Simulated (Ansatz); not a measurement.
The system is Os.

```
Os
1.0
     2.73410    0.00000    0.00000
    -1.36705    2.36780    0.00000
     0.00000    0.00000    4.31970
Os
2
Direct
  0.66667 0.33333 0.75000
  0.33333 0.66667 0.25000
```

* Program: Ansatz 0.2.0
* Task: relaxation of cell and atoms
* Functional: RPBE
* Potentials or basis: Ansatz PAW
* Cutoff: 420 eV (not typed: the program's choice for these potentials)
* k mesh: 11 × 11 × 6
* Occupations: fermi-dirac, width 0.05 eV
* Spin: no spin polarisation

At the start: volume 13.98 Å³/atom.

Problem. How do energy, volume and symmetry change on relaxing?

Solution. It ends after 5 steps and the volume is 14.43 Å³/atom (+3.2 %); space group P6_3/mmc (No. 194, to 0.05 Å).

The path:
| step | energy change (eV) | largest force (eV/Å) | volume (Å³) |
| --- | --- | --- | --- |
| 1 | 0.0000 | 0.0000 | 27.96 |
| 2 | -0.0337 | 0.0000 | 28.97 |
| 3 | -0.0343 | 0.0000 | 28.86 |
| 4 | -0.0343 | 0.0000 | 28.86 |
| 5 | -0.0348 | 0.0000 | 28.86 |

Final structure:
```
Os
1.0
     2.76333    0.00000    0.00000
    -1.38166    2.39311    0.00000
     0.00000    0.00000    4.36370
Os
2
Direct
  0.66667 0.33333 0.75000
  0.33333 0.66667 0.25000
```

Caveat: the plane-wave basis is chosen anew once the cell has moved, so the energies of steps on either side of that aren't comparable; the PAW data sets come from PBE, with cores solved anew for the run's functional, which leaves a small shift of forces and pressure.
